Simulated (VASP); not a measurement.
KBr:

```
Br K
1.0
     0.00000    3.30000    3.30000
     3.30000    0.00000    3.30000
     3.30000    3.30000    0.00000
Br K
1 1
Direct
  0.50000 0.50000 0.50000
  0.00000 0.00000 0.00000
```

Base run:

```yaml
Program: VASP 6.6.1
Functional: HSE(alpha, omega)
Potentials_or_basis: VASP PAW PBE potentials, release 64 (Br, K_sv)
Cutoff: 520 eV
k_mesh: 4 × 4 × 4
Occupations: fermi-dirac, width 0.05 eV
Spin: no spin polarisation
```

Its results: band gap on the k mesh 5.62 eV, direct; pressure 0.5 GPa.

The run is repeated on the same cell with these changes: screening parameter from 0.2 to 0.4. What comes out?

Band gap on the k mesh 5.18 eV, direct; pressure 0.5 GPa.

Caveats: the PAW data sets were made with another functional, which shifts forces and pressure a little.

A k mesh can miss the band edges.

Not every run made on this cell is shown here.
